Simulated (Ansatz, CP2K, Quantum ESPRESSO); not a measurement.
One calculation of Be, 4 ways

```
Be
1.0
     2.28530    0.00000    0.00000
    -1.14265    1.97913    0.00000
     0.00000    0.00000    3.58420
Be
2
Cartesian
  1.1427 0.6597 2.6882
  0.0000 1.3194 0.8961
```

Alike in all runs: task band structure; functional PBEsol; k mesh 13 × 13 × 8; occupations fermi-dirac, width 0.05 eV; no spin polarisation; no spin-orbit coupling. Pressure is positive in compression and, in plane waves, holds the error of the finite cutoff, which Ansatz's Pulay term estimates and takes out.

```tsv
program and potentials	plane-wave cutoff (eV)	notes	pressure (GPa)
Ansatz, all-electron LAPW, scalar-relativistic	-	-	?
Quantum ESPRESSO, PseudoDojo 0.4.1 SR PBEsol standard	1197	4 valence electrons an atom on average	-3.29
CP2K, POTENTIAL_UZH Be GTH-PBE-q4; TZVP-MOLOPT-PBE-GTH basis	-	atomic basis; potentials made for PBE; 4 valence electrons an atom on average	-3.54
Ansatz, PAW datasets made for the crystal	220	2 valence electrons an atom on average	-3.94
```

Estimate from the other rows what the run with Ansatz, all-electron LAPW, scalar-relativistic gave.

Pressure -3.93 GPa. The other rows, which needn't bracket it: pressure -3.94 to -3.29.
